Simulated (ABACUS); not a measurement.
This ABACUS 3.10.1 run on AlN needs a look.

INPUT

```
INPUT_PARAMETERS
suffix              AlN
calculation         scf
basis_type          lcao
pseudo_dir          ./
orbital_dir         ./
symmetry            1
dft_functional      pz
ecutwfc             100
pseudo_rcut         7
nspin               1
nbands              12
ks_solver           genelpa
smearing_method     fd
smearing_sigma      0.00367493
scf_thr             1e-07
scf_nmax            60
mixing_type         broyden
mixing_beta         0.7
cal_force           1
cal_stress          1
out_mul             1
```

File STRU:

```
ATOMIC_SPECIES
Al 26.9815 Al.upf
N 14.0070 N.upf

NUMERICAL_ORBITAL
Al_confined-atom_8au_2s2p1d.orb
N_confined-atom_6au_2s2p1d.orb

LATTICE_CONSTANT
1.8897261246

LATTICE_VECTORS
3.1130000000 0.0000000000 0.0000000000
-1.5565000000 2.6959370820 0.0000000000
0.0000000000 0.0000000000 4.9810000000

ATOMIC_POSITIONS
Direct

Al
0.0
2
0.6666666667 0.3333333333 0.5000000000 1 1 1
0.3333333333 0.6666666667 0.0000000000 1 1 1

N
0.0
2
0.6666666667 0.3333333333 0.8800000000 1 1 1
0.3333333333 0.6666666667 0.3800000000 1 1 1
```

KPT

```
K_POINTS
0
Gamma
1 1 1 0 0 0
```

Potentials or basis: PseudoDojo NC SR 0.4.1 PBE standard, DZP LCAO (the cutoffs set its grid).

Command:

```sh
$ OMP_NUM_THREADS=4 abacus > log
```

running log:

```text
ABACUS v3.10.1

               Atomic-orbital Based Ab-initio Computation at UStc

 ------------------------------------------------------------------------------------

 READING GENERAL INFORMATION
                           global_out_dir = OUT.AlN/
                           global_in_card = INPUT
                               pseudo_dir = ./
                              orbital_dir = ./
                                    DSIZE = 1
                                    GSIZE = 1

 READING UNITCELL INFORMATION
                                    ntype = 2
                  lattice constant (Bohr) = 1.88973
[... 361 lines left out ...]

[... 15 lines left out ...]
 correction force for each atom along direction 1 is 8.99647e-15
 correction force for each atom along direction 2 is -6.01933e-15
 correction force for each atom along direction 3 is 1.26417e-06
------------------------------------------------------------------------------------------
 TOTAL-FORCE (eV/Angstrom)
------------------------------------------------------------------------------------------
                       Al1         0.0000000000         0.0000000000        -1.5942076228
                       Al2         0.0000000000         0.0000000000        -1.5942076228
                        N1         0.0000000000         0.0000000000         1.5942076228
                        N2         0.0000000000         0.0000000000         1.5942076228
------------------------------------------------------------------------------------------

----------------------------------------------------------------
 TOTAL-STRESS (KBAR)
----------------------------------------------------------------
       197.5455722096         0.0000000000         0.0000000000
         0.0000000000       197.5455722068         0.0000000000
         0.0000000000        -0.0000000000        21.7253527912
----------------------------------------------------------------
 TOTAL-PRESSURE: 138.938832 KBAR

 --------------------------------------------
 !FINAL_ETOT_IS -680.4118192454035352 eV
 --------------------------------------------
```

On the terminal:

```text
ABACUS v3.10.1

[... 45 lines left out ...]
----------------------------------------------------------------
 TOTAL-PRESSURE: 138.938832 KBAR
```

Task: Diagnose the run.

Result: Self-consistency was reached. The input holds a flaw that was put in on purpose: one k point (KPT = 1 × 1 × 1). The program doesn't stop on it, so the numbers can't be trusted though the run ends normally.
